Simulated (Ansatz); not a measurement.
Trial structure of Sn3Ge2, not yet relaxed:

```cif
data_structure
_symmetry_space_group_name_H-M 'Fmmm'
_symmetry_Int_Tables_number 69
_cell_length_a 4.4395
_cell_length_b 4.9838
_cell_length_c 22.1975
_cell_angle_alpha 90.000
_cell_angle_beta 90.000
_cell_angle_gamma 90.000
_cell_volume 491.13
loop_
_atom_site_label
_atom_site_type_symbol
_atom_site_symmetry_multiplicity
_atom_site_Wyckoff_symbol
_atom_site_fract_x
_atom_site_fract_y
_atom_site_fract_z
_atom_site_occupancy
Sn1 Sn 8 i 0.50000 0.00000 0.40000 1
Sn2 Sn 4 b 0.50000 0.00000 0.00000 1
Ge1 Ge 8 i 0.00000 0.00000 0.30000 1
```

Level of theory: DFT PBE, scalar-relativistic, plane waves, PAW in Ansatz. Settings: cutoff 420 eV, Γ-centred mesh 6×6×6 on the computed 5-atom cell, Gaussian smearing of 0.10 eV; no spin polarisation.

The zero of energy is the elements' standard structures at the same level; no fitted shifts are applied. The references include grey tin.

Question: How far from equilibrium is it?

Answer: The pressure is 1.0 GPa (the mean over three directions, positive in compression), the largest force is 0.69 eV/Å, and the energy is +0.26 eV/atom against the elements. The shortest distance is 3.14 Å.

Question: How much does it gain on relaxing, and where does it end?

Answer: Relaxing gains under 0.1 eV/atom (the start's value is from the coarse mesh, so the gain is rough) in 23 ionic steps and ends at +0.17 eV/atom on the finer mesh. The symmetry goes from Fmmm (No. 69) to I4/mmm (No. 139). The volume per atom shrinks by 0.7 %, from 24.6 to 24.4 Å³. The shortest distance goes from 3.14 Å (Sn–Ge, Ge–Ge and Sn–Sn) to 2.84 Å (Ge–Ge). Conventional cell: a = 3.464 Å, c = 20.329 Å. Around Sn on a site of symmetry 4mm lie 4 Ge at 3.18 Å, 8 Sn at 3.38–3.46 Å and 1 Ge at 3.47 Å; around Sn on a site of symmetry 4/mmm lie 12 Sn at 3.38–3.46 Å; around Ge lie 4 Ge at 2.84 Å, 4 Sn at 3.18 Å, 4 Ge at 3.46 Å and 1 Sn at 3.47 Å.

The last run used a 12×12×12 mesh for its 5-atom cell and Gaussian smearing of 0.10 eV. The relaxation can't lower the symmetry of the start. Symmetry constrained the relaxation, so the result can be a saddle point.
